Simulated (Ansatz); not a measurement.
**Ti under pressure: fit and missing row**

Ti, Im-3m, a = 3.210 Å. This isn't the element's structure at ambient conditions. Ansatz: PBEsol, PAW, 420 eV, Γ-centred 18×18×18 mesh on 1 atom, Gaussian smearing 0.10 eV; no spin polarisation. Cell and atoms are relaxed at each pressure, and no other structure is tried, so the rows at high pressure may lie past a change of phase.

```
V (Å³/atom) P (GPa)
     10.797    90.04
     12.424    50.00
     13.960    25.00
          ?    12.00
     15.996     4.00
     16.408     0.93
     16.542    -0.01
     16.681    -0.94
```

Q: Take V0 = 16.542 Å³/atom, count pressures from its P0 = -0.01 GPa, fit the third-order Birch–Murnaghan form to the other rows, and predict the missing volume.

A: With the Eulerian strain f = ½[(V0/V)^(2/3) − 1] and y = (P − P0)/[3f(1 + 2f)^(5/2)], the form is the line y = B0 + 1.5 B0 (B0′ − 4) f. Rows (f, y): 0.16450, 89.6; 0.10514, 98.4; 0.05989, 104.9; 0.01131, 111.8; 0.00272, 113.6; -0.00278, 113.1. Means f = 0.05680, y = 105.23; Σ(Δf)² = 0.02249, ΣΔfΔy = -3.235; the slope is their ratio. y = 113.4 − 143.8 f GPa, so B0 = 113.4 GPa and B0′ = 4 + 2 × (-143.8)/(3 × 113.4) = 3.15. P = 12.00 GPa is met at f = 0.03156 (y = 108.86), so V = V0 (1 + 2f)^(−3/2) = 15.091 Å³/atom. The run gave 15.089 Å³/atom, so the fit is 0.002 Å³/atom too high, within the rms miss on the fitted rows (0.002 Å³/atom).

The mesh isn't the same in all rows (18×18×18, 20×20×20).

The fit describes a metal that stiffens under compression, but more slowly than the second-order form would have it: B0′ is 3.15, below 4. Accordingly, y falls as the strain grows, except between the expanded row and the first compressed one, where division by a very small strain magnifies slight errors in pressure or volume. The softness probably reflects the transfer of electrons from s to d states that is familiar in early transition metals. Compression raises the broad s band relative to the d band, and the transferred electrons enter d states that are still largely bonding, which offsets part of the growing repulsion. The predicted volume lies between fitted rows, so its close agreement supports the curve as an interpolation and says little about extrapolation beyond the highest pressure. Nor does a smooth equation of state show that the lattice is dynamically stable: body-centred cubic titanium is known to owe its stability near ambient pressure to thermal vibrations, and a one-atom cell cannot reveal the shuffles that lead to the hexagonal phases.
